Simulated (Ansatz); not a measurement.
Crystals of one structure type (rock salt), relaxed and computed with PBEsol (plane waves, PAW; program Ansatz); HSE06 gaps on those cells.

```tsv
crystal	a (Å)	gap (eV)	B₀ by P(V) fit (GPa)	G_Hill (GPa)	K_Hill (GPa)	HSE06 gap (eV)
LiH	___	___	___	___	___	___
LiF	4.008	9.05	72.1	51.9	72.1	11.54
LiCl	5.064	6.35	35.1	23.6	35.1	7.96
LiBr	5.411	4.98	28.8	19.0	28.8	6.39
LiI	5.902	4.31	22.6	15.0	22.6	5.31
```

Problem. Complete the blanks.

Solution. 
- LiH, a (Å): 3.981
- LiH, gap (eV): 2.73
- LiH, B₀ by P(V) fit (GPa): 37.1
- LiH, G_Hill (GPa): 44.8
- LiH, K_Hill (GPa): 37.0
- LiH, HSE06 gap (eV): 3.96

All cells were relaxed under the symmetry of their starts (and spin orders); stability against distortions was not tested throughout. Spin–orbit coupling is left out wherever it is not named.

Potentials: the later of the program's two PAW sets.
